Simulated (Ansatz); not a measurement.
## Abstraction of Br: CH2BrI + C4H9 → CH2I + C4H9Br

Species: CH2BrI (bromoiodomethane) `BrCI`, singlet; C4H9 (1-butyl radical) `[CH2]CCC`, doublet; CH2I `[CH2]I`, doublet; C4H9Br (1-bromobutane) `CCCCBr`, singlet. A radical takes Br: the energy is the difference in strength between two C–Br bonds in different surroundings.

Shapes, held fixed at every level: PBE0-D4/def2-TZVP. Flexible molecules stand in one conformer, not always the lowest. Programs: Ansatz 0.2.0. The zero-point and thermal change to 298 K, harmonic and unscaled (PBE0-D4/def2-TZVP), is +1.6 kJ/mol.

```
             level                    kind  ΔH(298 K) (kJ/mol)
       HF/def2-SVP            Hartree–Fock               -23.5
     HF/def2-TZVPP            Hartree–Fock               -23.7
  SPW92/def2-TZVPP                     LDA               -29.9
PBE0-D4/def2-TZVPP           global hybrid               -24.3
wB97M-V/def2-TZVPP  range-separated hybrid               -25.4
      MP2/def2-SVP     perturbation theory               -22.7
     CCSD/def2-SVP   coupled cluster or CI               -26.2
    MP2/def2-TZVPP     perturbation theory               -21.9
```

MP2/def2-TZVPP gives ΔH(298 K) = -21.9 kJ/mol; the levels span -29.9 to -21.9. The median of the levels is -24.0. No measured value is set beside it here. Open shells run unrestricted unless RO is named. For atoms past krypton def2 sets carry core potentials with scalar relativity. Relativity is left out for Br unless named. Correlated rows may include outer-core shells of Br, I, which these sets cover unevenly.
